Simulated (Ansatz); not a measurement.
# How many bands does the GW gap of BaTiO3 (P4mm) need?, part 2 of 2

Wanted: a G0W0 gap for BaTiO3 (P4mm) that is converged in bands and cutoff, or an estimate of the limit.

Ansatz 0.2.0; G0W0 on PBE, plane waves, PAW. Known limits of the many-body steps: not at the basis limit; no spin-orbit coupling; coarse k mesh.

So far. Step 4 (411 empty bands, screening to 200 eV): Against the run with 4×4×4 mesh, 191 empty bands, screening to 120 eV, the gap moves by +0.05 eV.

## Step 5: Changing the frequency model: 4×4×4 mesh, 191 empty bands, screening to 120 eV, plasmon pole

A plasmon pole stands in for the full frequency dependence of the screening; this run shows what that costs in accuracy. Bands and cutoff differ from the step before, so it is read against an earlier run that matches them.

Input file input.yaml:

```yaml
crystal:
  lattice:
    - [3.99048, 0.0, 0.0]
    - [0.0, 3.99048, 0.0]
    - [0.0, 0.0, 4.02303]
  atoms:
    - { symbol: Ba, position: [0.0, 0.0, 0.0] }
    - { symbol: Ti, position: [0.5, 0.5, 0.522] }
    - { symbol: O, position: [0.5, 0.5, 0.979] }
    - { symbol: O, position: [0.5, 0.0, 0.488] }
    - { symbol: O, position: [0.0, 0.5, 0.488] }
kpoints:
  mp_grid: { grid: [4, 4, 4] }
hamiltonian:
  xc: pbe
scf:
  occupations: { method: fixed }
gw:
  n_empty_bands: 191
  ecut_chi: 120
  qp_bands: [v2, c2]
  qp_kpoints: band_edges
  screening: { model: godby_needs }
```

On the command line:

```sh
$ ansatz run input.yaml --threads 3 --pin off --max-ram 92160MiB --backend cuda --events-out ev --progress --plain --runs-dir out --devices 1 --max-vram 13GiB
```

Numbers of over 12 decimals in the logs are rounded to 6 here.

The program printed:

```text
GPUs: using 1 of 1 available (devices: 1).
[...]
GPU FFT provider: cuFFT
GPU libraries: cuBLAS 13.8.2, cuFFT 12.4.0, cuSOLVER 12.3.4
Crystal: 5 atoms, lattice volume = 64.062 Å³
Basis set: ecut = 420 eV, 1245 PW (Γ)
Bands: 25, of which v1, the nominal top of the filled ones, is band 20 counted from 1 (19 counted from 0)
Symmetry: 8 space group operations
[...]
k-points: 18 of 64 (time reversal used)
[...]
16    22     14.3347   -14.7481    -6.9525   -23.2771  0.7511    15.9271    15.9112  root
    17    19     10.2263   -25.8266     4.8505   -20.7575  0.7626    10.0074    10.0077  root
    17    20     10.4012   -25.8870     4.8943   -20.8018  0.7616    10.2099    10.2102  root
    17    21     14.6387   -14.6074    -7.4091   -23.6292  0.7431    16.2415    16.2514  root ?
    17    22     14.6512   -14.7347    -7.2779   -23.6315  0.7472    16.2954    16.2701  root
[key lines of the parts left out:]
SCF converged after 7 iterations
Free energy (F): -10159.572460 eV
Fermi energy:    10.401152 eV
```

Wall time 28 s (1 × NVIDIA H100 80GB HBM3 (shared by 6 runs) with 3 threads of AMD EPYC 7R13 (Zen 3), shared host); peak memory 1.3 GiB.

Numbers from this step:

| Item | Value |
| --- | --- |
| bands summed | 211 |
| plasmon-pole fit frequency | 29.34 eV |
| RPA ε∞ on this mesh (eigenvalues) | 5.654, 6.265, 6.265 |
| plane waves in the screening matrix | 179 |
| G0W0 gap on the mesh | 3.316 eV |
| k of the valence top | -0.5, -0.5, -0.5 |
| k of the conduction bottom | 0, 0, 0 |
| starting gap on the mesh | 1.856 eV |
| least direct G0W0 gap on the computed points | 3.664 eV |

Against the run with 4×4×4 mesh, 191 empty bands, screening to 120 eV, the gap moves by −0.010 eV.

## Step 6: Changing the files: 4×4×4 mesh, 191 empty bands, screening to 120 eV, hard PAW files

Other atomic data (hard PAW) test the pseudisation: the cutoff goes from 420 to 930 eV, with the same valence electrons.

input.yaml: that of step 5 with these lines changed.

```diff
@@ -15,2 +15,3 @@
   xc: pbe
+  pseudopotentials: { kind: paw, source: ansatz }
 scf:
@@ -22,2 +23,2 @@
   qp_kpoints: band_edges
-  screening: { model: godby_needs }
+  screening: { model: contour_deformation }
```

The program printed:

```text
GPUs: using 1 of 1 available (devices: 1).
[...]
GPU FFT provider: cuFFT
GPU libraries: cuBLAS 13.8.2, cuFFT 12.4.0, cuSOLVER 12.3.4
Crystal: 5 atoms, lattice volume = 64.062 Å³
Basis set: ecut = 930 eV, 4101 PW (Γ)
Bands: 25, of which v1, the nominal top of the filled ones, is band 20 counted from 1 (19 counted from 0)
Symmetry: 8 space group operations
[...]
k-points: 18 of 64 (time reversal used)
[...]
1    22     13.4054   -14.1250    -6.3819   -21.7803  0.7160    14.7202    14.6788  root
[...]
17    19     10.2493   -25.8283     4.7760   -20.7567  0.7185     9.9519     9.9537  root
    17    20     10.4237   -25.8895     4.8139   -20.8027  0.7163    10.1493    10.1508  root
    17    21     14.6603   -14.6025    -7.7412   -23.6219  0.6702    16.0073    15.9386  root
    17    22     14.6730   -14.7292    -7.5692   -23.6230  0.6764    16.0690    15.9975  root
[key lines of the parts left out:]
SCF converged after 11 iterations
Free energy (F): -10144.583272 eV
Fermi energy:    10.423742 eV
```

Elapsed: 21 s, on 1 × NVIDIA H100 80GB HBM3 (shared by 6 runs) with 3 threads; peak memory 1.5 GiB.

Numbers from this step:

- bands summed: 211
- RPA ε∞ on this mesh (eigenvalues): 5.657, 6.271, 6.271
- plane waves in the screening matrix: 179
- G0W0 gap on the mesh: 3.328 eV
- k of the valence top: -0.5, -0.5, -0.5
- k of the conduction bottom: 0, 0, 0
- starting gap on the mesh: 1.850 eV
- least direct G0W0 gap on the computed points: 3.669 eV

Against the run with 4×4×4 mesh, 191 empty bands, screening to 120 eV, the gap moves by +0.001 eV.

## Step 7: Side by side

Times are wall times on 1 × NVIDIA H100 80GB HBM3 (shared by 6 runs) with 3 threads of AMD EPYC 7R13 (Zen 3), shared host, good to a factor of about two.

```csv
mesh,files,frequency,bands summed,cutoff (eV),start (eV),G0W0 (eV),time,host memory (GiB)
4×4×4,default PAW,contour deformation,87,60,1.856,3.467,20 s,1.1
4×4×4,default PAW,contour deformation,211,120,1.856,3.326,21 s,1.3
4×4×4,default PAW,contour deformation,431,200,1.856,3.374,36 s,1.8
4×4×4,default PAW,plasmon pole,211,120,1.856,3.316,28 s,1.3
4×4×4,hard PAW,contour deformation,211,120,1.850,3.328,21 s,1.5
```

How the two edges are built up, in eV (the quasiparticle level is the starting level plus Σx plus Σc less Vxc):

```csv
run,edge,start,Σx,Σc,Vxc,Z,QP
87 bands,valence top,10.40,-25.89,5.12,-20.80,0.72,10.43
87 bands,conduction bottom,12.26,-12.54,-6.02,-20.21,0.74,13.90
211 bands,valence top,10.40,-25.89,4.82,-20.80,0.72,10.14
211 bands,conduction bottom,12.26,-12.54,-6.46,-20.21,0.74,13.46
431 bands,valence top,10.40,-25.89,4.58,-20.80,0.71,9.90
431 bands,conduction bottom,12.26,-12.54,-6.65,-20.21,0.73,13.27
```

## Step 8: Summary of results

```yaml
87_bands_60_ev: 3.467 eV
211_bands_120_ev: 3.326 eV
431_bands_200_ev: 3.374 eV
mesh_and_start: 4×4×4, PBE
```

What this shows: From 87 to 431 bands the gap moves by −0.09 eV. Σc changes by −0.54 eV at the valence top and −0.63 eV at the conduction bottom, so the levels themselves move more than the gap between them. The gap turns back along the series, so no limit is drawn from it. The plasmon-pole model gives −0.01 eV against contour deformation, 1 % of the correction, and saved no time in this program. Hard PAW files move the gap by +0.001 eV at equal bands and cutoff, −0.01 eV of it in the start. The 4×4×4 mesh is coarse for this cell (its supercell is 16 Å along the shortest edge). The RPA ε∞ on it, from the PBE start, is 5.64 and 6.24; such meshes misread the long-range screening, most where the gap is narrow. The many-body steps are scalar-relativistic: spin-orbit coupling is not in them.

[Paths, hosts, dates, memory and timing lines, banners, echoed tables and standing remarks are left out of the program output.]

[Logs are printed without paths, hosts, clocks, repeated set-up lines and the standing remarks that a program may print on its own settings, such as how far it seeks lower states.]

[Runs of the session that timed out or met a known fault of the program may be left out.]

[Cells called generated may have been cut or substituted from an entry of the Crystallography Open Database or the Materials Project.]

[Hosts, paths, dates, database ids (printed as entryN), source tags and the programs' standing remarks are cut or masked in the printed files.]
